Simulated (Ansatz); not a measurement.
AgCl (Fm-3m), clamped-ion strain scan

These are results of DFT PBE, scalar-relativistic, plane waves, PAW in Ansatz 0.2.0, not measurements. Cutoff 420 eV, Γ-centred 8×8×8 k-points, Gaussian smearing of 0.05 eV. No spin polarisation. Energies are free energies at this smearing, counted from the undisturbed cell; pressure is positive in compression.

Zero of the scan (relaxed at this level):

```xyz
2
Lattice="0.0000 2.8060 2.8060 2.8060 0.0000 2.8060 2.8060 2.8060 0.0000" Properties=species:S:1:pos:R:3 pbc="T T T"
Ag    2.8060    2.8060    2.8060
Cl    0.0000    0.0000    0.0000
```

The cell is strained by ε times the Voigt pattern (0, 0, 0, 1, 0, 0) (xx, yy, zz, yz, xz, xy; engineering shear) with fractional coordinates fixed.

```
      ε  ΔE (meV/atom)
-0.0400            0.7
-0.0200            0.2
 0.0000            0.0
 0.0050            0.0
 0.0100            0.0
 0.0150            0.1
 0.0250            0.3
 0.0300            0.4
 0.0350            0.5
```

(1) Predict the gap on the mesh (eV) at each point.

Answers

(1)
| ε | gap on the mesh (eV) |
| --- | --- |
| -0.0400 | 0.89 |
| -0.0200 | 0.91 |
| 0.0000 | 0.92 |
| 0.0050 | 0.92 |
| 0.0100 | 0.91 |
| 0.0150 | 0.91 |
| 0.0250 | 0.90 |
| 0.0300 | 0.90 |
| 0.0350 | 0.89 |